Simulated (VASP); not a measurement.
# GaP (R-3m) in VASP: further runs

One crystal, GaP, is run at these levels: PBE; tasks: single point.

Program: VASP 6.6.1. These are calculated values, not measurements. Logs are shortened: lines on timing, memory, paths and dates and some standing lists are left out, and cuts for length are marked.

## (1) The crystal as given

The structure is trigonal, space group R-3m (No. 166). Conventional cell: a = 3.886 Å, b = 3.886 Å, c = 19.292 Å, α = 90.00°, β = 90.00°, γ = 120.00°. Ga (site symmetry 3m) has 3 P at 2.40 Å and 1 Ga at 2.49 Å as nearest neighbours. P (site symmetry 3m) is surrounded by 1 P at 2.21 Å and 3 Ga at 2.40 Å.

Measurements of this composition are mostly on another form, of space group No. 216.

## (2) Single point, PBE

The input, INCAR:

```
SYSTEM = GaP
ADDGRID = .FALSE. ; ALGO = Normal
EDIFF = 1E-6 ; ENCUT = 450
GGA = PE ; ISIF = 2
ISMEAR = 0 ; LASPH = .FALSE.
LCHARG = .FALSE. ; LREAL = .FALSE.
LWAVE = .FALSE. ; NELM = 100
PREC = Accurate ; SIGMA = 0.05
```

The input, KPOINTS:

```
k-points
0
G
  4 4 4
  0 0 0
```

The input, POSCAR:

```
GaP
1.0
    1.9430151755      1.1218003346      6.4308101003
   -1.9430151755      1.1218003346      6.4308101003
    0.0000000000     -2.2436006692      6.4308101003
Ga P
2 2
Direct
    0.5646280000      0.5646280000      0.5646280000
    0.4353720000      0.4353720000      0.4353720000
    0.9426110000      0.9426110000      0.9426110000
    0.0573890000      0.0573890000      0.0573890000
```

Potentials or basis: VASP PAW PBE potentials, release 64 (Ga_d, P).

Command:

```bash
> cat potpaw_PBE.64/Ga_d/POTCAR potpaw_PBE.64/P/POTCAR > POTCAR
> mpirun -np 1 vasp_std > vasp.out
```

OUTCAR:

```text
SYSTEM = GaP
   EDIFF = 1E-6
   ENCUT = 450
   GGA = PE
   ISIF = 2
   ISMEAR = 0
   LASPH = .FALSE.
   LREAL = .FALSE.
   NELM = 100
   PREC = Accurate

 Found     13 irreducible k-points:

 Following reciprocal coordinates:
            Coordinates               Weight
  0.000000  0.000000  0.000000      1.000000
  0.250000  0.000000  0.000000      6.000000
  0.500000  0.000000  0.000000      3.000000
  0.250000  0.250000  0.000000      6.000000
  0.500000  0.250000 -0.000000     12.000000
 -0.250000  0.250000  0.000000      6.000000
   k-points           NKPTS =     13   k-points in BZ     NKDIM =     13   number of bands    NBANDS=     22
   number of dos      NEDOS =    301   number of ions     NIONS =      4
   total plane-waves  NPLWV = 110592
   dimension x,y,z NGX =    48 NGY =   48 NGZ =   48
   dimension x,y,z NGXF=    96 NGYF=   96 NGZF=   96
   ions per type =               2   2
   NGX,Y,Z   is equivalent  to a cutoff of  11.72, 11.72, 11.72 a.u.
   NGXF,Y,Z  is equivalent  to a cutoff of  23.43, 23.43, 23.43 a.u.
 SYSTEM =  GaP
   PREC   = accura    normal or accurate (medium, high low for compatibility)
   ISTART =      0    job   : 0-new  1-cont  2-samecut
   ICHARG =      2    charge: 1-file 2-atom 10-const
   ISPIN  =      1    spin polarized calculation?
   LNONCOLLINEAR =      F non collinear calculations
   LSORBIT =      F    spin-orbit coupling
   LASPH  =      F    aspherical Exc in radial PAW
   ENCUT  =  450.0 eV  33.07 Ry    5.75 a.u.  11.78 11.78 11.78*2*pi/ulx,y,z
   NELM   =    100;   NELMIN=  2; NELMDL= -5     # of ELM steps
   EDIFF  = 0.1E-05   stopping-criterion for ELM
   LREAL  =      F    real-space projection
   EDIFFG = 0.1E-04   stopping-criterion for IOM
   NSW    =      0    number of steps for IOM
   IBRION =     -1    ionic relax: 0-MD 1-quasi-New 2-CG
   NFREE  =      0    steps in history (QN), initial steepest desc. (CG)
   ISIF   =      2    stress and relaxation
   ISYM   =      2    0-nonsym 1-usesym 2-fastsym
   POTIM  = 0.5000    time-step for ionic-motion
   TEBEG  =    0.0;   TEEND  =   0.0 temperature during run
   PSTRESS=    0.0 pullay stress
   NELECT =      36.0000    total number of electrons
   NUPDOWN=      -1.0000    fix difference up-down
   EMIN   =  10.00;   EMAX   =-10.00  energy-range for DOS
   EFERMI =   0.00;   METHOD = LEGACY
   ISMEAR =     0;   SIGMA  =   0.05  broadening in eV -4-tet -1-fermi 0-gaus
   EFERMI_NEDOS =   21; number of points for ismear=-14 and -15
   IALGO  =     38    algorithm
   IMIX   =      4    mixing-type and parameters
     AMIX     =   0.40;   BMIX     =  1.00
     AMIX_MAG =   1.60;   BMIX_MAG =  1.00
  volume/ion in A,a.u.               =      21.03       141.89
  Fermi-wavevector in a.u.,A,eV,Ry     =   1.233785  2.331515 20.711129  1.522225
  Thomas-Fermi vector in A             =   2.368501
   LORBIT       =      0    0 simple, 1 ext, 2 COOP (PROOUT), +10 PAW based schemes
   GGA     = PE    functional components
   LHFCALC =     F    Hartree Fock is set to
   AEXX    =    0.0000 exact exchange contribution
   IVDW    =     0    specifies the selected vdW correction
   LEPSILON=     F    determine dielectric tensor
   LRPA    =     F    only Hartree local field effects (RPA)
 non-spin polarized calculation
 Gauss-broadening in eV      SIGMA  =   0.05
  energy-cutoff  :      450.00
  volume of cell :       84.10
 maximum number of plane-waves:      1846
   NGX = 23   NGY = 23   NGZ = 23

 number of electron      35.9999993 magnetization

 Free energy of the ion-electron system (eV)
  ---------------------------------------------------
  ext. energy  EPLUGINS =         0.00000000
  ---------------------------------------------------
  free energy    TOTEN  =       -17.59137942 eV

  energy without entropy =      -17.59137942  energy(sigma->0) =      -17.59137942

 E-fermi :   4.8894     XC(G=0):  -9.6544

 val. band max:        4.6427014853   @ k =   0.0000   0.0000   0.0000
 cond. band min:       5.4646996350   @ k =   0.5000   0.5000   0.0000
 fundamental gap:      0.8219981497
 Fermi energy:         4.8894266484

 k-point     1 :       0.0000    0.0000    0.0000
  band No.  band energies     occupation
      1     -10.1462      2.00000
      2     -10.0182      2.00000
      3     -10.0182      2.00000
      4     -10.0027      2.00000
      5     -10.0027      2.00000
      6      -9.9531      2.00000
      7      -9.9531      2.00000
      8      -9.8341      2.00000
      9      -9.8341      2.00000
     10      -9.8227      2.00000
     11      -8.4786      2.00000
     12      -5.7817      2.00000
     13      -2.5136      2.00000
     14       2.8514      2.00000
     15       2.8514      2.00000
     16       4.3841      2.00000
     17       4.6427      2.00000
     18       4.6427      2.00000
     19       5.7631      0.00000
     20       6.1319      0.00000
     21       7.3739      0.00000
     22       8.2935      0.00000

 k-point     2 :       0.2500    0.0000    0.0000
  band No.  band energies     occupation
      1     -10.1360      2.00000
      2     -10.0741      2.00000
      3     -10.0294      2.00000
      4     -10.0139      2.00000
      5      -9.9809      2.00000
      6      -9.9630      2.00000
      7      -9.9383      2.00000
      8      -9.8489      2.00000
      9      -9.8370      2.00000
     10      -9.7813      2.00000
     11      -7.9037      2.00000
     12      -5.2367      2.00000
     13      -2.2451      2.00000
     14       0.5466      2.00000
     15       1.3650      2.00000
     16       2.2624      2.00000
     17       3.3746      2.00000
     18       3.5936      2.00000
     19       6.7968      0.00000
     20       7.2551      0.00000
     21       7.5903      0.00000
     22       9.5645      0.00000

 k-point     3 :       0.5000    0.0000    0.0000
  band No.  band energies     occupation
      1     -10.1284      2.00000
      2     -10.1196      2.00000
      3     -10.0475      2.00000
      4     -10.0120      2.00000
      5      -9.9736      2.00000
      6      -9.9591      2.00000
      7      -9.9202      2.00000
      8      -9.8567      2.00000
      9      -9.8400      2.00000
     10      -9.7517      2.00000
     11      -7.1054      2.00000
     12      -4.4483      2.00000
     13      -2.5680      2.00000
     14      -0.9095      2.00000
     15       0.1861      2.00000
     16       1.8172      2.00000
     17       1.9809      2.00000
     18       2.9034      2.00000
     19       6.2635      0.00000
     20       7.3432      0.00000
     21       8.2623      0.00000
     22       9.1236      0.00000

 k-point     4 :       0.2500    0.2500    0.0000
  band No.  band energies     occupation
      1     -10.1357      2.00000
      2     -10.0631      2.00000
      3     -10.0375      2.00000
      4     -10.0166      2.00000
      5      -9.9803      2.00000
      6      -9.9629      2.00000
      7      -9.9384      2.00000
      8      -9.8552      2.00000
      9      -9.8346      2.00000
     10      -9.7813      2.00000
     11      -7.8719      2.00000
     12      -5.3499      2.00000
     13      -2.0515      2.00000
     14       0.5260      2.00000
     15       1.1186      2.00000
     16       2.1123      2.00000
     17       3.8507      2.00000
     18       3.9163      2.00000
     19       6.2820      0.00000
     20       6.7726      0.00000
     21       8.2797      0.00000
     22       8.8495      0.00000

 k-point     5 :       0.5000    0.2500   -0.0000
  band No.  band energies     occupation
      1     -10.1229      2.00000
      2     -10.1021      2.00000
      3     -10.0565      2.00000
      4     -10.0086      2.00000
      5      -9.9879      2.00000
      6      -9.9490      2.00000
      7      -9.9324      2.00000
      8      -9.8581      2.00000
      9      -9.8415      2.00000
     10      -9.7541      2.00000
     11      -7.1100      2.00000
     12      -4.4766      2.00000
     13      -2.2832      2.00000
     14      -1.0611      2.00000
     15       0.4210      2.00000
     16       1.1296      2.00000
     17       1.5859      2.00000
     18       3.3485      2.00000
     19       6.8912      0.00000
     20       7.7642      0.00000
     21       8.3896      0.00000
     22       9.3836      0.00000

 k-point     6 :      -0.2500    0.2500    0.0000
  band No.  band energies     occupation
      1     -10.1277      2.00000
      2     -10.1020      2.00000
      3     -10.0538      2.00000
      4     -10.0084      2.00000
      5      -9.9874      2.00000
      6      -9.9490      2.00000
      7      -9.9322      2.00000
      8      -9.8522      2.00000
      9      -9.8447      2.00000
     10      -9.7540      2.00000
     11      -7.1502      2.00000
     12      -4.2743      2.00000
     13      -2.5970      2.00000
     14      -0.6885      2.00000
     15       0.4002      2.00000
     16       0.9228      2.00000
     17       1.2250      2.00000
     18       3.5439      2.00000
     19       6.9463      0.00000
     20       8.4386      0.00000
     21       9.0699      0.00000
     22       9.6117      0.00000

 [... further k-points ...]

------------------------ aborting loop because EDIFF is reached ----------------------------------------

  FORCE on cell =-STRESS in cart. coord.  units (eV):
  Direction    XX          YY          ZZ          XY          YZ          ZX
  --------------------------------------------------------------------------------------
  -------------------------------------------------------------------------------------
  Total        0.2146009      0.2146009     -0.2181848      0.0000000      0.0000000     -0.0000000
  in kB        4.0882127      4.0882127     -4.1564862      0.0000000      0.0000000     -0.0000000
  external PRESSURE =       1.3399797 kB  Pullay stress =       0.0000000 kB

 VOLUME and BASIS-vectors are now :
 -----------------------------------------------------------------------------
  energy-cutoff  :      450.00
  volume of cell :       84.10
      direct lattice vectors                 reciprocal lattice vectors
     1.943015176  1.121800335  6.430810100     0.257332010  0.148570705  0.051833801
    -1.943015176  1.121800335  6.430810100    -0.257332010  0.148570705  0.051833801
     0.000000000 -2.243600669  6.430810100     0.000000000 -0.297141410  0.051833801

 POSITION                                       TOTAL-FORCE (eV/Angst)
 -----------------------------------------------------------------------------------
      0.00000      0.00000     10.89305         0.000000     -0.000000     -0.042803
      0.00000      0.00000      8.39938         0.000000      0.000000      0.042803
      0.00000      0.00000     18.18526         0.000000      0.000000     -0.003219
      0.00000      0.00000      1.10717         0.000000      0.000000      0.003219
 -----------------------------------------------------------------------------------
    total drift:                               -0.000000      0.000000      0.000000

  FREE ENERGIE OF THE ION-ELECTRON SYSTEM (eV)
  ---------------------------------------------------
  free  energy   TOTEN  =       -17.5913794157 eV

  energy  without entropy=      -17.5913794157  energy(sigma->0) =      -17.59137942
```

Run time: 28 s. Hardware: 1 thread of Intel Xeon Platinum 8488C (Sapphire Rapids), shared host; peak memory 0.3 GiB.

The run converged, but some of its settings lie outside the range that counts as converged, so its numbers aren't taken as properties of the crystal.

Results:

```yaml
Free_energy: -17.5914 eV
Pressure: 0.1 GPa
Largest_force: 0.043 eV/Å
Band_gap_on_the_k_mesh: 0.82 eV, indirect (least direct gap 1.12 eV)
```

Caveat: the k mesh is coarse (spacing up to 0.47 Å⁻¹), so the values aren't converged.

## (3) Single point, PBE

The input, INCAR:

```
SYSTEM = GaP
ADDGRID = .FALSE. ; ALGO = Normal
EDIFF = 1E-4 ; ENCUT = 450
GGA = PE ; ISIF = 2
ISMEAR = 0 ; LASPH = .TRUE.
LCHARG = .FALSE. ; LREAL = Auto
LWAVE = .FALSE. ; NELM = 100
PREC = Normal ; SIGMA = 0.05
```

KPOINTS is that of step 2.

POSCAR is that of step 2.

Potentials or basis: VASP PAW PBE potentials, release 64 (Ga_d, P).

Command:

```bash
> cat potpaw_PBE.64/Ga_d/POTCAR potpaw_PBE.64/P/POTCAR > POTCAR
> mpirun -np 1 vasp_std > vasp.out
```

Run time: 24 s. Hardware: 1 thread of Intel Xeon Platinum 8488C (Sapphire Rapids), shared host; peak memory 0.2 GiB.

The run converged, but some of its settings lie outside the range that counts as converged, so its numbers aren't taken as properties of the crystal.

What came out:

| Property | Result |
| --- | --- |
| Free energy | -17.5998 eV |
| Pressure | 0.1 GPa |
| Largest force | 0.045 eV/Å |
| Band gap on the k mesh | 0.83 eV, indirect (least direct gap 1.12 eV) |

Caveat: the k mesh is coarse (spacing up to 0.47 Å⁻¹), so the values aren't converged.

## (4) Single point, PBE

The input, INCAR:

```
SYSTEM = GaP
ADDGRID = .FALSE. ; ALGO = Normal
EDIFF = 1E-6 ; ENCUT = 300
GGA = PE ; ISIF = 2
ISMEAR = 0 ; LASPH = .TRUE.
LCHARG = .FALSE. ; LREAL = .FALSE.
LWAVE = .FALSE. ; NELM = 100
PREC = Accurate ; SIGMA = 0.05
```

The input, KPOINTS:

```
k-points
0
G
  5 5 5
  0 0 0
```

POSCAR is that of step 3.

Potentials or basis: VASP PAW PBE potentials, release 64 (Ga_d, P).

Command:

```bash
> cat potpaw_PBE.64/Ga_d/POTCAR potpaw_PBE.64/P/POTCAR > POTCAR
> mpirun -np 1 vasp_std > vasp.out
```

OUTCAR:

```text
SYSTEM = GaP
   EDIFF = 1E-6
   ENCUT = 300
   GGA = PE
   ISIF = 2
   ISMEAR = 0
   LASPH = .TRUE.
   LREAL = .FALSE.
   NELM = 100
   PREC = Accurate

 Found     19 irreducible k-points:

 Following reciprocal coordinates:
            Coordinates               Weight
  0.000000  0.000000  0.000000      1.000000
  0.200000  0.000000 -0.000000      6.000000
  0.400000  0.000000  0.000000      6.000000
  0.200000  0.200000 -0.000000      6.000000
[... 229 lines left out ...]

  FORCE on cell =-STRESS in cart. coord.  units (eV):
  Direction    XX          YY          ZZ          XY          YZ          ZX
  --------------------------------------------------------------------------------------
  -------------------------------------------------------------------------------------
  Total       -0.0203708     -0.0203708     -0.1132786     -0.0000000     -0.0000000     -0.0000000
  in kB       -0.3880692     -0.3880692     -2.1579920     -0.0000000     -0.0000000     -0.0000000
  external PRESSURE =      -0.9780435 kB  Pullay stress =       0.0000000 kB

 VOLUME and BASIS-vectors are now :
 -----------------------------------------------------------------------------
  energy-cutoff  :      300.00
  volume of cell :       84.10
      direct lattice vectors                 reciprocal lattice vectors
     1.943015176  1.121800335  6.430810100     0.257332010  0.148570705  0.051833801
    -1.943015176  1.121800335  6.430810100    -0.257332010  0.148570705  0.051833801
     0.000000000 -2.243600669  6.430810100     0.000000000 -0.297141410  0.051833801

 POSITION                                       TOTAL-FORCE (eV/Angst)
 -----------------------------------------------------------------------------------
      0.00000      0.00000     10.89305         0.000000      0.000000     -0.047184
      0.00000      0.00000      8.39938         0.000000     -0.000000      0.047184
      0.00000      0.00000     18.18526         0.000000     -0.000000     -0.024866
      0.00000      0.00000      1.10717         0.000000      0.000000      0.024866
 -----------------------------------------------------------------------------------
    total drift:                                0.000000     -0.000000      0.000000

  FREE ENERGIE OF THE ION-ELECTRON SYSTEM (eV)
  ---------------------------------------------------
  free  energy   TOTEN  =       -17.6933627450 eV

  energy  without entropy=      -17.6933627450  energy(sigma->0) =      -17.69336274
```

OSZICAR:

```text
N       E                     dE             d eps       ncg     rms          rms(c)
DAV:   1     0.180296368176E+03    0.18030E+03   -0.13127E+04   836   0.171E+03
DAV:   2     0.861240697031E+00   -0.17944E+03   -0.17593E+03   908   0.362E+02
DAV:   3    -0.174180592570E+02   -0.18279E+02   -0.18147E+02   992   0.105E+02
DAV:   4    -0.179863596097E+02   -0.56830E+00   -0.56705E+00  1112   0.195E+01
DAV:   5    -0.179981744604E+02   -0.11815E-01   -0.11809E-01  1100   0.241E+00    0.641E+00
DAV:   6    -0.177383085514E+02    0.25987E+00   -0.51435E-01  1162   0.102E+01    0.388E+00
DAV:   7    -0.176919637439E+02    0.46345E-01   -0.29034E-01  1044   0.314E+00    0.105E+00
DAV:   8    -0.176926292758E+02   -0.66553E-03   -0.33584E-02  1044   0.224E+00    0.227E-01
DAV:   9    -0.176930537185E+02   -0.42444E-03   -0.44512E-03  1074   0.749E-01    0.864E-02
DAV:  10    -0.176932164983E+02   -0.16278E-03   -0.57189E-04  1080   0.176E-01    0.323E-02
DAV:  11    -0.176933448520E+02   -0.12835E-03   -0.12106E-04  1012   0.654E-02    0.150E-02
DAV:  12    -0.176933622307E+02   -0.17379E-04   -0.22730E-05   862   0.270E-02    0.781E-03
DAV:  13    -0.176933627450E+02   -0.51423E-06   -0.28808E-06   870   0.165E-02
   1 F= -.17693363E+02 E0= -.17693363E+02  d E =-.424477E-11
```

stdout:

```text
POSCAR found type information on POSCAR GaP
 POSCAR found :  2 types and       4 ions
 scaLAPACK will be used
 LDA part: xc-table for (Slater+PW92), standard interpolation
 POSCAR, INCAR and KPOINTS ok, starting setup
 FFT: planning ... GRIDC
 FFT: planning ... GRID_SOFT
 FFT: planning ... GRID
 WAVECAR not read
 entering main loop
```

It took 20 s on 1 thread of Intel Xeon Platinum 8488C (Sapphire Rapids), shared host; peak memory 0.22 GiB.

These settings aren't checked as converged: the numbers below hold their error.

Results:

```
Free energy            : -17.6934 eV
Largest force          : 0.047 eV/Å
Band gap on the k mesh : 1.03 eV, indirect (least direct gap 1.13 eV)
```

Caveat: the cutoff is under 1.25 times the usual one of these potentials, so pressure, stress and relaxed cells hold a basis-set (Pulay) error; an odd mesh through Γ misses points on the zone boundary, where band edges often lie.

## (5) Single point, PBE

INCAR, as its differences from that of step 4:

```diff
@@ -2,3 +2,3 @@
 ADDGRID = .FALSE. ; ALGO = Normal
-EDIFF = 1E-6 ; ENCUT = 300
+EDIFF = 1E-6 ; ENCUT = 350
 GGA = PE ; ISIF = 2
```

KPOINTS is that of step 4.

POSCAR is that of step 4.

Command:

```bash
> cat potpaw_PBE.64/Ga_d/POTCAR potpaw_PBE.64/P/POTCAR > POTCAR
> mpirun -np 1 vasp_std > vasp.out
```

It took 27 s on 1 thread of Intel Xeon Platinum 8488C (Sapphire Rapids), shared host; peak memory 0.24 GiB.

The run converged, but some of its settings lie outside the range that counts as converged, so its numbers aren't taken as properties of the crystal.

Results:

```yaml
Free_energy: -17.6947 eV
Pressure: -0.1 GPa
Largest_force: 0.046 eV/Å
Band_gap_on_the_k_mesh: 1.03 eV, indirect (least direct gap 1.13 eV)
```

Caveat: the cutoff is under 1.25 times the usual one of these potentials, so pressure, stress and relaxed cells hold a basis-set (Pulay) error; an odd mesh through Γ misses points on the zone boundary, where band edges often lie.

## (6) Single point, PBE

INCAR, as its differences from that of step 5:

```diff
@@ -2,3 +2,3 @@
 ADDGRID = .FALSE. ; ALGO = Normal
-EDIFF = 1E-6 ; ENCUT = 350
+EDIFF = 1E-6 ; ENCUT = 550
 GGA = PE ; ISIF = 2
```

The input, KPOINTS:

```
k-points
0
G
  4 4 4
  0 0 0
```

POSCAR is that of step 5.

Potentials or basis: VASP PAW PBE potentials, release 64 (Ga_d, P).

Command:

```bash
> cat potpaw_PBE.64/Ga_d/POTCAR potpaw_PBE.64/P/POTCAR > POTCAR
> mpirun -np 1 vasp_std > vasp.out
```

It took 49 s on 1 thread of Intel Xeon Platinum 8488C (Sapphire Rapids), shared host; peak memory 0.37 GiB.

These settings aren't checked as converged: the numbers below hold their error.

Results:

- Free energy: -17.5985 eV
- Pressure: 0.2 GPa
- Largest force: 0.045 eV/Å
- Band gap on the k mesh: 0.83 eV, indirect (least direct gap 1.12 eV)

Caveat: the k mesh is coarse (spacing up to 0.47 Å⁻¹), so the values aren't converged.
